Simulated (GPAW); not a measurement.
## ZrN in GPAW: the effect of potentials

Crystal: ZrN.

```
Zr N
1.0
     0.00000    2.30000    2.30000
     2.30000    0.00000    2.30000
     2.30000    2.30000    0.00000
Zr N
1 1
Direct
  0.50000 0.50000 0.50000
  0.00000 0.00000 0.00000
```

Alike in all runs:

| Item | Value |
| --- | --- |
| Program | GPAW 26.7.0 |
| Task | band structure |
| Functional | PBE |
| Cutoff | 800 eV |
| Basis | pw |
| k mesh | 10 × 10 × 10 |
| Occupations | fermi-dirac, width 0.05 eV |
| Spin | no spin polarisation |

One run gave: pressure -1.1 GPa. Which potentials did it use?
A. JTH PAW 2.0
B. PAW data sets made by gpaw-setup for the functional
C. GPAW stock

A.

```tsv
potentials	pressure (GPa)
GPAW stock	-2.8
PAW data sets made by gpaw-setup for the functional	-2.8
JTH PAW 2.0	-1.1
```

Caveats: the program truncates these outside data sets (some runs).
